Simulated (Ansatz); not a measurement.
Be, DFT, PBE, all-electron PAW with datasets made for the crystal, scalar-relativistic (Ansatz 0.2.0), run on 1 thread of Arm Neoverse V2 on a shared host.

The cell is the one relaxed in the Materials Project (mp-20), not relaxed further here; entries there can be hypothetical. The listed cell was then made from it by scaling, straining or moving an atom.

Command: `ansatz run input.yaml --threads 1 --pin off --max-ram 3072MiB --backend cpu --events-out ev --progress --plain --runs-dir out`

```yaml
crystal:
  lattice:
    - [-1.2907145798, 1.2531209513, 1.2531209513]
    - [1.2531209513, -1.2907145798, 1.2531209513]
    - [1.2531209513, 1.2531209513, -1.2907145798]
  atoms:
    - { symbol: Be, position: [0.0, 0.0, 0.0] }
kpoints:
  mp_grid: { grid: [23, 23, 23] }
scf:
  occupations: { method: fermi_dirac, width: 0.03 }
hamiltonian:
  xc: pbe
  pseudopotentials: { kind: all_electron, datasets: crystal }
output:
  forces: true
  stress: true
  eigenvalues: true
  efg: { contact_densities: true }
```

**Question.** How large is the problem that the program sets up?

**Answer.** 1156 irreducible k-points, 67 plane waves at Γ, 5 bands.

**Question.** Estimate the wall time and the peak memory.

**Answer.** 11 s of wall time for 5 SCF iterations, with a peak of 0.36 GiB. Times on shared machines scatter by tens of per cent.

**Question.** And the same cell and mesh by frozen-core PAW, asked for forces, stress, eigenvalues, efg, on the same hardware?

**Answer.** 4.2 s, peak memory 0.35 GiB.
